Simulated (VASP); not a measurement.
**InP (F-43m): a series in biaxial strain in the (001) plane**

How do the elastic response and the band edges of InP follow biaxial strain in the (001) plane?

Program: VASP 6.6.1. Level of theory: LDA; plane waves and PAW (In_d, P), in the first sound run; inputs show where later runs differ. Results are calculated unless marked as measured.

## 1. Set-up

The structure is cubic, space group F-43m (No. 216). Conventional cell: a = 5.869 Å, b = 5.869 Å, c = 5.869 Å, α = 90.00°, β = 90.00°, γ = 90.00°. Nearest to In lie 4 P at 2.54 Å. Nearest to P lie 4 In at 2.54 Å. Farther neighbours are not listed.

As a file:

```cif
data_structure
_symmetry_space_group_name_H-M 'F-43m'
_symmetry_Int_Tables_number 216
_cell_length_a 5.8690
_cell_length_b 5.8690
_cell_length_c 5.8690
_cell_angle_alpha 90.000
_cell_angle_beta 90.000
_cell_angle_gamma 90.000
_cell_volume 202.16
loop_
_atom_site_label
_atom_site_type_symbol
_atom_site_symmetry_multiplicity
_atom_site_Wyckoff_symbol
_atom_site_fract_x
_atom_site_fract_y
_atom_site_fract_z
_atom_site_occupancy
In1 In 4 a 0.00000 0.00000 0.00000 1
P1 P 4 d 0.25000 0.25000 0.75000 1
```

## 2. Relax the crystal, LDA

The series starts from the cell that this level prefers, so that zero strain is near zero stress.

This step took 2 runs in a row; the last is shown.

Level: LDA; plane waves and PAW (In_d, P).

Input file INCAR:

```
SYSTEM = InP
PREC = Accurate
ENCUT = 450
EDIFF = 1E-07
NELM = 120
ISMEAR = 0
SIGMA = 0.02
LREAL = .FALSE.
ALGO = Normal
GGA = CA
NBANDS = 15
LASPH = .TRUE.
LORBIT = 11
LWAVE = .FALSE.
LCHARG = .FALSE.
KPAR = 24
IBRION = 2
NSW = 40
ISIF = 3
EDIFFG = -0.005
POTIM = 0.4
```

Input file POSCAR:

```
InP
1.0
    0.0000000000      2.9143007955      2.9143007955
    2.9143007955      0.0000000000      2.9143007955
    2.9143007955      2.9143007955      0.0000000000
In P
1 1
Direct
    0.0000000000      0.0000000000      0.0000000000
    0.2500000000      0.2500000000      0.2500000000
```

Input file KPOINTS:

```
Automatic mesh
0
Gamma
9 9 9
0 0 0
```

PAW data sets: In_d and P (LDA family, release 64).

Run with:

```
$ mpirun -np 24 vasp_std
```

Log:

```text
[banner, memory and clock lines left out]
running   24 mpi-ranks, on    1 nodes
[...]
|                                                                             |
|           W    W    AA    RRRRR   N    N  II  N    N   GGGG   !!!           |
|           W    W   A  A   R    R  NN   N  II  NN   N  G    G  !!!           |
|           W    W  A    A  R    R  N N  N  II  N N  N  G       !!!           |
|           W WW W  AAAAAA  RRRRR   N  N N  II  N  N N  G  GGG   !            |
|           WW  WW  A    A  R   R   N   NN  II  N   NN  G    G                |
|           W    W  A    A  R    R  N    N  II  N    N   GGGG   !!!           |
|                                                                             |
|     For optimal performance we recommend to set                             |
|       NCORE = 2 up to number-of-cores-per-socket                            |
|     NCORE specifies how many cores store one orbital (NPAR=cpu/NCORE).      |
|     This setting can greatly improve the performance of VASP for DFT.       |
[...]
|     Unfortunately you need to use the default for GW and RPA                |
|     calculations (for HF NCORE is supported but not extensively tested      |
|     yet).                                                                   |
|                                                                             |

 LDA part: xc-table for (Slater(with rela. corr.)+CA(PZ))
 , standard interpolation
 POSCAR, INCAR and KPOINTS ok, starting setup
[...]
entering main loop
       N       E                     dE             d eps       ncg     rms          rms(c)
DAV:   1     0.105700730423E+03    0.10570E+03   -0.77610E+03  1050   0.123E+03
DAV:   2    -0.282393452333E+01   -0.10852E+03   -0.10462E+03  1134   0.290E+02
DAV:   3    -0.992338063231E+01   -0.70994E+01   -0.70669E+01  1421   0.768E+01
DAV:   4    -0.101084350262E+02   -0.18505E+00   -0.18500E+00  1282   0.134E+01
[...]
DAV:  11    -0.967374252879E+01   -0.35849E-05   -0.30430E-05  1617   0.873E-02    0.675E-02
DAV:  12    -0.967374019584E+01    0.23329E-05   -0.51618E-06  1337   0.205E-02    0.122E-02
DAV:  13    -0.967374017371E+01    0.22136E-07   -0.42627E-07  1302   0.357E-03
   1 F= -.96737402E+01 E0= -.96737402E+01  d E =-.967374E+01
[...]
reached required accuracy - stopping structural energy minimisation
```

Elapsed: 7.4 s, on 24 MPI ranks of AMD EPYC 7R43, shared host; peak memory 3.3 GiB; 2.4 min of CPU time.

Lines that name or quote the potential files are left out of all logs, and their timing lines are given in words.

OUTCAR, selected parts (step 2):

```text
  Total       -0.0042519     -0.0042519     -0.0042519      0.0000000      0.0000000      0.0000000
  in kB       -0.1376136     -0.1376136     -0.1376136      0.0000000      0.0000000      0.0000000
  external PRESSURE =      -0.1376136 kB  Pullay stress =       0.0000000 kB

 POSITION                                       TOTAL-FORCE (eV/Angst)
 -----------------------------------------------------------------------------------
      0.00000      0.00000      0.00000         0.000000      0.000000      0.000000
      1.45715      1.45715      1.45715        -0.000000     -0.000000     -0.000000
 -----------------------------------------------------------------------------------
    total drift:                               -0.000000     -0.000000     -0.000000

  FREE ENERGIE OF THE ION-ELECTRON SYSTEM (eV)
  ---------------------------------------------------
  free  energy   TOTEN  =        -9.6737401737 eV

  energy  without entropy=       -9.6737401737  energy(sigma->0) =       -9.67374017

 reached required accuracy - stopping structural energy minimisation

[... 3 further parts left out ...]
[key lines of the parts left out:]
E-fermi :   5.2894
```

Read from the output:

```
energy(sigma→0) of the program : -9.6737 eV
stress, compression positive   : xx, yy, zz -0.01, -0.01, -0.01 GPa
volume                         : 49.503 Å³
ionic steps                    : 1
```

## 3. Strain along the normal, LDA

One member in full: the plane is strained by -0.5 %, and the strain along the normal is moved by secant steps until the normal stress is under 0.012 GPa or five steps are spent; the atoms relax at each step.

This step took 2 runs, each at a new trial strain with the atoms of the one before; the last is shown.

Level: LDA; plane waves and PAW (In_d, P); cell typed or built by script.

INCAR: that of step 2 with these lines changed.

```diff
@@ -15,7 +15,7 @@
 LCHARG = .FALSE.
-KPAR = 24
-IBRION = 2
-NSW = 40
-ISIF = 3
-EDIFFG = -0.005
-POTIM = 0.4
+KPAR = 6
+IBRION = 1
+NSW = 25
+ISIF = 2
+EDIFFG = -0.004
+POTIM = 0.3
```

Input file POSCAR:

```
InP
1.0
    0.0000000000      2.8997292920      2.9303723890
    2.8997292920      0.0000000000      2.9303723890
    2.8997292920      2.8997292920      0.0000000000
In P
1 1
Direct
    0.0000000000      0.0000000000      0.0000000000
    0.2500000000      0.2500000000      0.2500000000
```

KPOINTS is that of step 2.

Run with:

```
$ mpirun -np 6 vasp_std
```

Log:

```text
[banner, memory and clock lines left out]
running    6 mpi-ranks, on    1 nodes
[...]
[... a notice as in an earlier step ...]

 LDA part: xc-table for (Slater(with rela. corr.)+CA(PZ))
 , standard interpolation
 POSCAR, INCAR and KPOINTS ok, starting setup
[...]
entering main loop
       N       E                     dE             d eps       ncg     rms          rms(c)
DAV:   1     0.106728152783E+03    0.10673E+03   -0.78686E+03  2272   0.122E+03
DAV:   2    -0.289278363241E+01   -0.10962E+03   -0.10556E+03  2439   0.293E+02
DAV:   3    -0.991987735434E+01   -0.70271E+01   -0.69930E+01  2908   0.769E+01
DAV:   4    -0.101100974717E+02   -0.19022E+00   -0.19015E+00  2847   0.138E+01
[...]
DAV:  11    -0.967297448502E+01   -0.35077E-05   -0.30835E-05  3550   0.882E-02    0.671E-02
DAV:  12    -0.967297208782E+01    0.23972E-05   -0.52663E-06  2908   0.206E-02    0.121E-02
DAV:  13    -0.967297206611E+01    0.21709E-07   -0.43277E-07  2866   0.360E-03
   1 F= -.96729721E+01 E0= -.96729721E+01  d E =-.967297E+01
 BRION: g(F)=  0.130E-44 g(S)=  0.000E+00
 reached required accuracy - stopping structural energy minimisation
```

Elapsed: 23 s, on 6 MPI ranks; peak memory 0.86 GiB.

OUTCAR, selected parts (step 3):

```text
  Total        0.1435491      0.1435491     -0.0016446      0.0000000      0.0000000      0.0000000
  in kB        4.6670599      4.6670599     -0.0534685      0.0000000      0.0000000      0.0000000
  external PRESSURE =       3.0935504 kB  Pullay stress =       0.0000000 kB

 POSITION                                       TOTAL-FORCE (eV/Angst)
 -----------------------------------------------------------------------------------
      0.00000      0.00000      0.00000        -0.000000     -0.000000      0.000000
      1.44986      1.44986      1.46519         0.000000      0.000000      0.000000
 -----------------------------------------------------------------------------------
    total drift:                                0.000002      0.000002      0.000010

  FREE ENERGIE OF THE ION-ELECTRON SYSTEM (eV)
  ---------------------------------------------------
  free  energy   TOTEN  =        -9.6729720661 eV

  energy  without entropy=       -9.6729720661  energy(sigma->0) =       -9.67297207

[... 1 part as in an earlier step ...]

[... 3 further parts left out ...]
[key lines of the parts left out:]
E-fermi :   5.3437
```

This run gave:

```
energy(sigma→0) of the program : -9.6730 eV
stress, compression positive   : xx, yy, zz 0.47, 0.47, -0.01 GPa
ionic steps                    : 1
```

## 4. Band edges, HSE06 with spin-orbit coupling

Short lines in KPOINTS_OPT sample the zone centre along and across the normal of the plane, for masses, and the other valleys.

Level: HSE06, spin-orbit coupling; plane waves and PAW (In_d, P); cell typed or built by script.

Input file INCAR:

```
SYSTEM = InP
PREC = Accurate
ENCUT = 450
EDIFF = 1E-06
NELM = 100
ISMEAR = 0
SIGMA = 0.02
LREAL = .FALSE.
ALGO = Normal
LHFCALC = .TRUE.
AEXX = 0.25
GGA = PE
HFSCREEN = 0.2
LASPH = .TRUE.
LNONCOLLINEAR = .TRUE.
MAGMOM = 0 0 0 0 0 0
NBANDS = 28
GGA_COMPAT = .FALSE.
LSORBIT = .TRUE.
PRECFOCK = Fast
LWAVE = .FALSE.
LCHARG = .FALSE.
KPAR = 6
```

POSCAR is that of step 3.

Input file KPOINTS:

```
Automatic mesh
0
Gamma
5 5 5
0 0 0
```

Input file KPOINTS_OPT:

```
Line mode
6
Line-mode
Reciprocal
  0.00000000   0.00000000   0.00000000
  0.02331916   0.02331916   0.00000000

  0.00000000   0.00000000   0.00000000
  0.00000000  -0.02307531  -0.02307531

  0.31000000   0.31000000   0.00000000
  0.50000000   0.50000000   0.00000000

  0.00000000   0.31000000   0.31000000
  0.00000000   0.50000000   0.50000000

  0.45000000   0.45000000   0.45000000
  0.50000000   0.50000000   0.50000000

  0.45000000   0.00000000   0.00000000
  0.50000000   0.00000000   0.00000000

  0.42500000   0.42500000   0.00000000
  0.42500000   0.44807531   0.02307531

  0.50000000   0.50000000   0.50000000
  0.48368329   0.51631671   0.50000000
```

Run with:

```
$ mpirun -np 6 vasp_ncl
```

Log:

```text
[banner, memory and clock lines left out]
running    6 mpi-ranks, on    1 nodes
[...]
[... a notice as in an earlier step ...]

|                                                                             |
|               ----> ADVICE to this user running VASP <----                  |
|                                                                             |
|     You enforced a specific xc type in the INCAR file but a different       |
|     [... a line on the potential file left out ...]
|     I HOPE YOU KNOW WHAT YOU ARE DOING!                                     |
|                                                                             |

 LDA part: xc-table for (Slater+PW92), standard interpolation
 found WAVECAR, reading the header
 POSCAR, INCAR and KPOINTS ok, starting setup
[...]
reading WAVECAR
 the WAVECAR file was read successfully
 initial charge from wavefunction
 entering main loop
       N       E                     dE             d eps       ncg     rms          rms(c)
DAV:   1    -0.100527830572E+02   -0.10053E+02   -0.10748E+00  1824   0.187E+01    0.401E+00
DAV:   2    -0.100579713916E+02   -0.51883E-02   -0.93452E-02  1724   0.378E+00    0.420E+00
DAV:   3    -0.100541296693E+02    0.38417E-02   -0.12617E-02  1924   0.171E+00    0.359E+00
DAV:   4    -0.100532426599E+02    0.88701E-03   -0.15953E-03  1816   0.572E-01    0.228E+00
DAV:   5    -0.100530898450E+02    0.15281E-03   -0.30632E-04  1764   0.233E-01    0.140E+00
DAV:   6    -0.100530442864E+02    0.45559E-04   -0.40027E-05  1732   0.955E-02    0.852E-01
DAV:   7    -0.100530271619E+02    0.17124E-04   -0.87942E-06  1660   0.430E-02    0.511E-01
DAV:   8    -0.100530221171E+02    0.50448E-05   -0.33204E-06  1412   0.198E-02    0.306E-01
DAV:   9    -0.100530214050E+02    0.71208E-06   -0.13447E-06  1276   0.110E-02
   1 F= -.10053021E+02 E0= -.10053021E+02  d E =-.279528E-15  mag=    -0.0000     0.0000    -0.0000
 Start KPOINTS_OPT (optional k-point list driver)
k-point batch [1-24\48]
       N       E                     dE             ncg
DAV:   1     0.203084078768E+04   -0.37762E+04     1344
DAV:   2    -0.194102103671E+04   -0.39719E+04     1360
DAV:   3    -0.242155356890E+04   -0.48053E+03     1680
DAV:   4    -0.245154766667E+04   -0.29994E+02     1636
DAV:   5    -0.245268211076E+04   -0.11344E+01     2156
DAV:   6    -0.245270361838E+04   -0.21508E-01     1860
DAV:   7    -0.245270417097E+04   -0.55259E-03     2124
DAV:   8    -0.245270418190E+04   -0.10929E-04     1796
DAV:   9    -0.245270418218E+04   -0.28517E-06     1204
k-point batch [25-48\48]
       N       E                     dE             ncg
DAV:   1     0.174956350347E+04   -0.96523E+04     1360
DAV:   2    -0.211942431074E+04   -0.38690E+04     1356
DAV:   3    -0.257201752717E+04   -0.45259E+03     1588
DAV:   4    -0.259479995346E+04   -0.22782E+02     1664
DAV:   5    -0.259578181593E+04   -0.98186E+00     2096
DAV:   6    -0.259579901061E+04   -0.17195E-01     1768
DAV:   7    -0.259579950208E+04   -0.49147E-03     2088
DAV:   8    -0.259579951152E+04   -0.94348E-05     1696
DAV:   9    -0.259579951176E+04   -0.24240E-06     1184
```

The job ended after 60 min (6 MPI ranks; peak memory 2.5 GiB).

Parts of OUTCAR (step 4):

```text
  LATTYP: Found a body centered tetragonal cell.
 ALAT       =     4.1008364920
 C/A-ratio  =     1.4291583655

 Subroutine GETGRP returns: Found  8 space group operations
 (whereof  8 operations were pure point group operations)

The static configuration has the point symmetry D_2d.

 Found     24 irreducible k-points:

   k-points           NKPTS =     24   k-points in BZ     NKDIM =    125   number of bands    NBANDS=     28

   dimension x,y,z NGX =    30 NGY =   30 NGZ =   28
   dimension x,y,z NGXF=    60 NGYF=   60 NGZF=   56

   ENCUT  =  450.0 eV  33.07 Ry    5.75 a.u.   7.13  7.13  7.09*2*pi/ulx,y,z

   NELECT =      18.0000    total number of electrons

  exchange ACFDT corr.  =         0.00000000  see jH, gK, PRB 81, 115126

 E-fermi :   5.2020

 k-point     1 :       0.0000    0.0000    0.0000
  band No.  band energies     occupation
    ...
     14       4.9592      1.00000
     15       5.0705      1.00000
     16       5.0705      1.00000
     17       5.0990      1.00000
     18       5.0990      1.00000
     19       6.6935      0.00000
     20       6.6935      0.00000
     21       9.6740      0.00000
     22       9.6740      0.00000
     23      10.1207      0.00000
    ...

 k-point     2 :       0.2000   -0.0000    0.0000
  band No.  band energies     occupation
    ...
     14       2.1704      1.00000
     15       4.5347      1.00000
     16       4.5354      1.00000
     17       4.6411      1.00000
     18       4.6552      1.00000
     19       7.7626      0.00000
     20       7.7638      0.00000
     21      10.4029      0.00000
     22      10.4379      0.00000
     23      10.7163      0.00000
    ...

 POSITION                                       TOTAL-FORCE (eV/Angst)
 -----------------------------------------------------------------------------------
      0.00000      0.00000      0.00000        -0.000000     -0.000000     -0.000000
      1.44986      1.44986      1.46519         0.000000      0.000000      0.000000
 -----------------------------------------------------------------------------------
    total drift:                                0.000001      0.000001      0.000012

  FREE ENERGIE OF THE ION-ELECTRON SYSTEM (eV)
  ---------------------------------------------------
  free  energy   TOTEN  =       -10.0530214050 eV

  energy  without entropy=      -10.0530214050  energy(sigma->0) =      -10.05302141

 Spin-Orbit-Coupling matrix elements
 Ion:    1  E_soc:     -0.0699379
 Ion:    2  E_soc:     -0.0010555

[... 1 part as in an earlier step ...]

[... 7 further parts left out ...]
```

Read from the output:

```
energy(sigma→0) of the program : -10.0530 eV
```

## 5. The table

Hybrid runs start from orbitals of a short LDA run, not shown.

Runs beyond LDA use the data sets made with LDA; this shifts their levels slightly, and their total energies have another zero.

The other members went through these steps as far as the tables show, with the same cutoff and, step by step, the same mesh; 31 runs are not shown. The session took 43 core hours (wall time by ranks) on a shared machine.

| in-plane strain (%) | strain along the normal (%) | in-plane stress, tension positive (GPa) | energy above the unstrained row (meV/atom) | gap on the mesh, LDA (eV) |
| --- | --- | --- | --- | --- |
| -2.000 | 2.202 | -1.979 | 6.068 | 0.620 |
| -1.000 | 1.102 | -0.957 | 1.505 | 0.613 |
| -0.500 | 0.551 | -0.467 | 0.383 | 0.608 |
| 0 | -0.014 | 0.006 | 0.000 | 0.601 |
| 0.500 | -0.574 | 0.468 | 0.346 | 0.544 |
| 1.000 | -1.149 | 0.912 | 1.393 | 0.487 |
| 2.000 | -2.306 | 1.762 | 5.492 | 0.378 |

Slopes at zero strain, from cubics through all rows: strain ratio -1.125, stress over strain 93 GPa. For a cubic crystal strained in (001) the ratio is −2C₁₂/C₁₁.

Band edges at HSE06 with spin-orbit coupling, counted from the valence-band top at Γ, spin-orbit pairs averaged, with one row partly withheld:

| in-plane strain (%) | gap (eV) | conduction band at Γ (eV) | Δ or X valley along z (eV) | Δ or X valley along x (eV) | lowest conduction level at L, [111] (eV) | lowest conduction level at L, [-111] (eV) | second valence level below the top (eV) | third valence level below the top (eV) |
| --- | --- | --- | --- | --- | --- | --- | --- | --- |
| -2.000 | 1.614 | 1.614 | 2.387 | 2.131 | 2.231 | 2.231 | 0.057 | 0.282 |
| -1.000 | 1.602 | 1.602 | 2.350 | 2.226 | 2.268 | 2.268 | 0.045 | 0.178 |
| -0.500 | 1.594 | 1.594 | 2.333 | 2.272 | 2.280 | 2.280 | 0.029 | 0.140 |
| 0 | 1.586 | 1.586 | 2.316 | 2.317 | 2.287 | 2.287 | 0.000 | 0.116 |
| 0.500 | ? | ? | 2.262 | 2.323 | 2.251 | 2.251 | 0.039 | 0.142 |
| 1.000 | 1.483 | 1.483 | 2.203 | 2.325 | 2.206 | 2.206 | 0.082 | 0.180 |
| 2.000 | 1.370 | 1.371 | 2.086 | 2.324 | 2.104 | 2.104 | 0.171 | 0.264 |

Conduction masses, in electron masses:

| in-plane strain (%) | conduction mass at Γ, along the strain axis or the normal of the plane | conduction mass at Γ, across the strain axis or in the plane | L [111] mass, longitudinal | L [111] mass, transverse along [1-10] |
| --- | --- | --- | --- | --- |
| -2.000 | 0.102 | 0.098 | 1.891 | 0.164 |
| -1.000 | 0.098 | 0.096 | 1.954 | 0.154 |
| -0.500 | 0.096 | 0.095 | 1.975 | 0.149 |
| 0 | 0.094 | 0.094 | 1.995 | 0.146 |
| 0.500 | 0.092 | 0.093 | 2.009 | 0.142 |
| 1.000 | 0.090 | 0.092 | 1.958 | 0.138 |
| 2.000 | 0.086 | 0.090 | 1.896 | 0.133 |

## 6. A fit to the known rows

The quantity to fit is the conduction level at Γ above the mean of the three top valence levels at HSE06 with spin-orbit coupling: 1.727, 1.677, 1.651, 1.624, 1.571, 1.516 eV in the rows shown.

A least-squares parabola through the 6 rows shown, with e the strain in %: E = − 7.31e-4 e² − 0.05295 e + 1.624 (eV), r.m.s. residual 1.2e-4 eV.

At e = 0.5 this predicts 1.5977 eV.

## 7. Prediction against calculation

The calculation gives 1.5972 eV, so the prediction is 0.0005 eV too high.

## 8. Outcome

* ratio of normal to in-plane strain: -1.125
* biaxial modulus: 93 GPa
* gap of the unstrained cell, HSE06 with spin-orbit coupling: 1.59 eV
* slope at zero strain of the conduction level at Γ above the mean of the three top valence levels, HSE06 with spin-orbit coupling: -53 meV per %
* error of the predicted row: 0.5 meV

What this shows: As a check, the curvature of the energy gives 94 GPa for the same modulus (energy per volume = M × strain²), 0 % from the slope of the stress. At HSE06 with spin-orbit coupling the lowest conduction valley is Γ throughout, and the gap runs between 1.37 and 1.61 eV. Hole masses are left out throughout, since the top bands are degenerate or cross in many series; of conduction masses, those of the Γ, L and (for Si and Ge under (001) strain) Δ valleys are kept where they change by under an eighth between rows. HSE06 ran on a coarser mesh than the semilocal levels. Δ or X levels are the lowest on their line, refined by a parabola unless they lie at X; the gap is read from all points sampled and can differ from the lowest valley by some meV, or by tens of meV where strain moves the valence top off Γ. Temperature, zero-point motion and excitons are left out.

[Lines on the potential files, build, host, timing and source positions are cut from VASP's logs without a mark.]

[Logs are printed without paths, hosts, clocks, repeated set-up lines and the standing remarks that a program may print on its own settings, such as how far it seeks lower states.]

[Hosts, paths, dates, database ids (printed as entryN), source tags and the programs' standing remarks are cut or masked in the printed files.]

[In band tables of VASP the shares of atoms and orbitals are scaled to a sum of 1 inside the atoms' spheres.]
